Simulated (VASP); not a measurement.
# KCl (Fm-3m) in VASP: notebook

Runs on KCl. Level: PBE. Tasks: single point.

Everything below comes from runs of VASP 6.6.1. Logs are shortened: lines on timing, memory, paths and dates and some standing lists are left out, and cuts for length are marked.

**The experiment to reproduce.**

From a printed reference work, monograph, for a bulk crystal of KCl: band gap 8.68 eV.

The results are compared with them further down.

## 1. The cell of the first run

It takes space group Fm-3m (No. 225, cubic). The conventional cell has a = 6.248 Å, b = 6.248 Å, c = 6.248 Å, α = 90.00°, β = 90.00°, γ = 90.00°. K (site symmetry m-3m) has 6 Cl at 3.12 Å within 4.1 Å. Cl (site symmetry m-3m) has 6 K at 3.12 Å within 4.1 Å.

## 2. Single point, PBE (30.49 Å³/atom)

File INCAR:

```
SYSTEM = KCl
PREC = Accurate ; ENCUT = 500
EDIFF = 1E-6 ; ISMEAR = 0
SIGMA = 0.01 ; LREAL = .FALSE.
LASPH = .TRUE. ; NELM = 120
ALGO = Normal ; ISIF = 2
LWAVE = .FALSE. ; LCHARG = .TRUE.
GGA = PE ; LELF = .TRUE.
LVHAR = .TRUE. ; NBANDS = 15
GGA_COMPAT = .FALSE.
```

File KPOINTS:

```
Automatic mesh
0
G
  6 6 6
  0 0 0
```

File POSCAR:

```
KCl
1.0
    0.0000000000      3.1240781042      3.1240781042
    3.1240781042      0.0000000000      3.1240781042
    3.1240781042      3.1240781042      0.0000000000
K Cl
1 1
Direct
    0.0000000000      0.0000000000      0.0000000000
    0.5000000000      0.5000000000      0.5000000000
```

Potentials or basis: VASP PAW PBE potentials, release 64 (K_sv, Cl).

Launch:

```sh
$ cat potpaw_PBE.64/K_sv/POTCAR potpaw_PBE.64/Cl/POTCAR > POTCAR
$ mpirun -np 1 vasp_std > vasp.out
```

OUTCAR:

```text
SYSTEM = KCl
   PREC = Accurate
   ENCUT = 500
   EDIFF = 1E-6
   ISMEAR = 0
   LREAL = .FALSE.
   LASPH = .TRUE.
   NELM = 120
   ISIF = 2
   GGA = PE

 ion  position               nearest neighbor table
   1  0.000  0.000  0.000-   2 3.12   2 3.12   2 3.12   2 3.12   2 3.12   2 3.12
   2  0.500  0.500  0.500-   1 3.12   1 3.12   1 3.12   1 3.12   1 3.12   1 3.12

  LATTYP: Found a face centered cubic cell.
 ALAT       =     6.2481562084

  Lattice vectors:

 A1 = (   0.0000000000,   3.1240781042,   3.1240781042)
 A2 = (   3.1240781042,   0.0000000000,   3.1240781042)
 A3 = (   3.1240781042,   3.1240781042,   0.0000000000)

Analysis of symmetry for initial positions (statically):
=====================================================================
 Subroutine PRICEL returns:
 Original cell was already a primitive cell.

 Routine SETGRP: Setting up the symmetry group for a
 face centered cubic supercell.

 Subroutine GETGRP returns: Found 48 space group operations
 (whereof 48 operations were pure point group operations)
 out of a pool of 48 trial point group operations.

The static configuration has the point symmetry O_h .

Analysis of symmetry for dynamics (positions and initial velocities):
=====================================================================
 Subroutine PRICEL returns:
 Original cell was already a primitive cell.

 Routine SETGRP: Setting up the symmetry group for a
 face centered cubic supercell.

 Subroutine GETGRP returns: Found 48 space group operations
 (whereof 48 operations were pure point group operations)
 out of a pool of 48 trial point group operations.

The dynamic configuration has the point symmetry O_h .

 Subroutine INISYM returns: Found 48 space group operations
 (whereof 48 operations are pure point group operations),
 and found     1 'primitive' translations

----------------------------------------------------------------------------------------

                                     Primitive cell

  volume of cell :      60.9812

  direct lattice vectors                    reciprocal lattice vectors
     0.000000000  3.124078104  3.124078104    -0.160047215  0.160047215  0.160047215
     3.124078104  0.000000000  3.124078104     0.160047215 -0.160047215  0.160047215
     3.124078104  3.124078104  0.000000000     0.160047215  0.160047215 -0.160047215

  length of vectors
     4.418113625  4.418113625  4.418113625     0.277209908  0.277209908  0.277209908

  position of ions in fractional coordinates (direct lattice)
     0.000000000  0.000000000  0.000000000
     0.500000000  0.500000000  0.500000000

  ion indices of the primitive-cell ions
   primitive index   ion index
                 1           1
                 2           2

[... 76 lines left out ...]
   EFERMI =   0.00;   METHOD = LEGACY
   ISMEAR =     0;   SIGMA  =   0.01  broadening in eV -4-tet -1-fermi 0-gaus
   EFERMI_NEDOS =   21; number of points for ismear=-14 and -15
   IALGO  =     38    algorithm
   IMIX   =      4    mixing-type and parameters
     AMIX     =   0.40;   BMIX     =  1.00
     AMIX_MAG =   1.60;   BMIX_MAG =  1.00
  volume/ion in A,a.u.               =      30.49       205.76
  Fermi-wavevector in a.u.,A,eV,Ry     =   1.048052  1.980532 14.944824  1.098414
  Thomas-Fermi vector in A             =   2.182958
   LORBIT       =      0    0 simple, 1 ext, 2 COOP (PROOUT), +10 PAW based schemes
   GGA     = PE    functional components
   LHFCALC =     F    Hartree Fock is set to
   AEXX    =    0.0000 exact exchange contribution
   IVDW    =     0    specifies the selected vdW correction
   LEPSILON=     F    determine dielectric tensor
   LRPA    =     F    only Hartree local field effects (RPA)
 non-spin polarized calculation
 Gauss-broadening in eV      SIGMA  =   0.01
  energy-cutoff  :      500.00
  volume of cell :       60.98
 maximum number of plane-waves:      1572
   NGX = 17   NGY = 17   NGZ = 17

 number of electron      16.0000000 magnetization

 Free energy of the ion-electron system (eV)
  ---------------------------------------------------
  ext. energy  EPLUGINS =         0.00000000
  ---------------------------------------------------
  free energy    TOTEN  =        -6.79502052 eV

  energy without entropy =       -6.79502052  energy(sigma->0) =       -6.79502052

 E-fermi :  -1.7092     XC(G=0):  -7.6272

 val. band max:       -1.7551022107   @ k =   0.0000   0.0000   0.0000
 cond. band min:       3.5062438208   @ k =   0.0000   0.0000   0.0000
 fundamental gap:      5.2613460315
 Fermi energy:        -1.7091564105

 k-point     1 :       0.0000    0.0000    0.0000
  band No.  band energies     occupation
      1     -28.9019      2.00000
      2     -13.8979      2.00000
      3     -12.3628      2.00000
      4     -12.3628      2.00000
      5     -12.3628      2.00000
      6      -1.7551      2.00000
      7      -1.7551      2.00000
      8      -1.7551      2.00000
      9       3.5062      0.00000
     10       6.6366      0.00000
     11       6.6366      0.00000
     12       6.6366      0.00000
     13       7.5250      0.00000
     14       7.5250      0.00000
[... 257 lines left out ...]
      2     -13.8698      2.00000
      3     -12.4937      2.00000
      4     -12.4467      2.00000
      5     -12.3058      2.00000
      6      -2.3401      2.00000
      7      -2.1944      2.00000
      8      -2.1222      2.00000
      9       5.5065      0.00000
     10       7.2375      0.00000
     11       7.4305      0.00000
     12       8.5086      0.00000
     13       9.2674      0.00000
     14      10.0387      0.00000
     15      10.6677      0.00000

------------------------ aborting loop because EDIFF is reached ----------------------------------------

  FORCE on cell =-STRESS in cart. coord.  units (eV):
  Direction    XX          YY          ZZ          XY          YZ          ZX
  --------------------------------------------------------------------------------------
  -------------------------------------------------------------------------------------
  Total        0.4668331      0.4668331      0.4668331      0.0000000      0.0000000      0.0000000
  in kB       12.2652556     12.2652556     12.2652556      0.0000000      0.0000000      0.0000000
  external PRESSURE =      12.2652556 kB  Pullay stress =       0.0000000 kB

 VOLUME and BASIS-vectors are now :
 -----------------------------------------------------------------------------
  energy-cutoff  :      500.00
  volume of cell :       60.98
      direct lattice vectors                 reciprocal lattice vectors
     0.000000000  3.124078104  3.124078104    -0.160047215  0.160047215  0.160047215
     3.124078104  0.000000000  3.124078104     0.160047215 -0.160047215  0.160047215
     3.124078104  3.124078104  0.000000000     0.160047215  0.160047215 -0.160047215

 POSITION                                       TOTAL-FORCE (eV/Angst)
 -----------------------------------------------------------------------------------
      0.00000      0.00000      0.00000        -0.000000     -0.000000      0.000000
      3.12408      3.12408      3.12408         0.000000      0.000000     -0.000000
 -----------------------------------------------------------------------------------
    total drift:                                0.000000     -0.000000     -0.000000

  FREE ENERGIE OF THE ION-ELECTRON SYSTEM (eV)
  ---------------------------------------------------
  free  energy   TOTEN  =        -6.7950205223 eV

  energy  without entropy=       -6.7950205223  energy(sigma->0) =       -6.79502052
```

stdout:

```text
POSCAR found type information on POSCAR K Cl
 POSCAR found :  2 types and       2 ions
 scaLAPACK will be used
 LDA part: xc-table for (Slater+PW92), standard interpolation
 POSCAR, INCAR and KPOINTS ok, starting setup
 FFT: planning ... GRIDC
 FFT: planning ... GRID_SOFT
 FFT: planning ... GRID
 WAVECAR not read
 entering main loop
```

It took 13 s on 1 thread of Intel Xeon Platinum 8375C at 2.90GHz (Ice Lake), shared host; peak memory 0.18 GiB.

What came out:

```
Free energy            : -6.7950 eV
Pressure               : 1.2 GPa
Band gap on the k mesh : 5.26 eV
```

## 3. Single point, PBE (31.46 Å³/atom)

This run uses another cell than the first one, of 31.46 Å³/atom.

File INCAR:

```
  PREC = Accurate
  ENCUT = 500
  EDIFF = 1E-6
  ISMEAR = 0
  SIGMA = 0.01
  LREAL = False
  LASPH = True
  NELM = 120
  ALGO = Normal
  ISIF = 2
  LWAVE = False
  LCHARG = False
  GGA = PE
  NBANDS = 15
  GGA_COMPAT = False
```

File KPOINTS:

```
Automatic mesh
0
Gamma
  6 6 6
```

File POSCAR:

```
KCl
1.0
    0.0000000000      3.1569655537      3.1569655537
    3.1569655537      0.0000000000      3.1569655537
    3.1569655537      3.1569655537      0.0000000000
K Cl
1 1
Direct
    0.0000000000      0.0000000000      0.0000000000
    0.5000000000      0.5000000000      0.5000000000
```

Potentials or basis: VASP PAW PBE potentials, release 64 (K_sv, Cl).

Launch:

```sh
$ cat potpaw_PBE.64/K_sv/POTCAR potpaw_PBE.64/Cl/POTCAR > POTCAR
$ mpirun -np 1 vasp_std > vasp.out
```

It took 22 s on 1 thread of Intel Xeon Platinum 8375C at 2.90GHz (Ice Lake), shared host; peak memory 0.2 GiB.

It converged, with:

| Item | Value |
| --- | --- |
| Free energy | -6.8065 eV |
| Pressure | 0.6 GPa |
| Band gap on the k mesh | 5.15 eV |

Levels at points of the mesh, in eV from the valence-band top:
```tsv
k point	band 6	band 7	band 8	band 9	band 10	band 11
(0.00, 0.00, 0.00)	0.00	0.00	0.00	5.15	8.37	8.37
(0.50, 0.00, 0.00)	-1.04	-0.32	-0.32	7.56	8.56	10.50
(0.50, 0.50, 0.00)	-0.65	-0.22	-0.22	6.54	8.30	10.01
```

## 4. Comparison with measurements

Step 3. Measured gap of KCl: 8.68 eV (a printed reference work, monograph). This calculation gives 5.15 eV (-3.53 eV). The value is that of PBE, without temperature or zero-point motion. Semilocal functionals fall short of measured gaps as a rule.
